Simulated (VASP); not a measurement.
Crystal: SiC (Moissanite).

```
Si C
1.0
     3.07600    0.00000    0.00000
    -1.53800    2.66389    0.00000
     0.00000    0.00000    5.04800
Si C
2 2
Direct
  0.66667 0.33333 0.50000
  0.33333 0.66667 0.00000
  0.66667 0.33333 0.88500
  0.33333 0.66667 0.38500
```

| Item | Value |
| --- | --- |
| Program | VASP 6.6.1 |
| Task | single point |
| Functional | PBE |
| Potentials or basis | VASP PAW PBE potentials, release 64 (Si, C) |
| Cutoff | 520 eV |
| k mesh | 10 × 10 × 5 |
| Occupations | fermi-dirac, width 0.05 eV |
| Spin | no spin polarisation |

On this cell: pressure 3.6 GPa; largest force 0.753 eV/Å; band gap on the k mesh 2.48 eV, indirect (least direct gap 4.08 eV).

The same run follows on a disturbed copy (atoms moved at random, drawn with an rms of 0.05 Å):

```xyz
4
Lattice="3.0760 0.0000 0.0000 -1.5380 2.6639 0.0000 0.0000 0.0000 5.0480" Properties=species:S:1:pos:R:3 pbc="T T T"
Si    1.5373    0.8631    2.5656
Si    0.0126    1.7598    0.0067
C     1.5909    0.9037    4.4799
C     0.0234    1.7824    1.9184
```

Task: What changes?

Result: The energy moves by +8.8 meV/atom; pressure 3.7 GPa; largest force 1.505 eV/Å; band gap on the k mesh 2.35 eV, indirect (least direct gap 3.96 eV).

Forces in eV/Å, atoms in the order of the input:
```
Si   0.492  0.630 -0.325
Si   0.866  0.670  0.945
C   -0.975 -0.720 -0.892
C   -0.383 -0.580  0.273
```

Stress tensor (GPa, compression positive):
```
4.85 1.15 1.54
1.15 4.16 1.48
1.54 1.48 2.15
```

Caveats: an odd mesh through Γ misses points on the zone boundary, where band edges often lie.
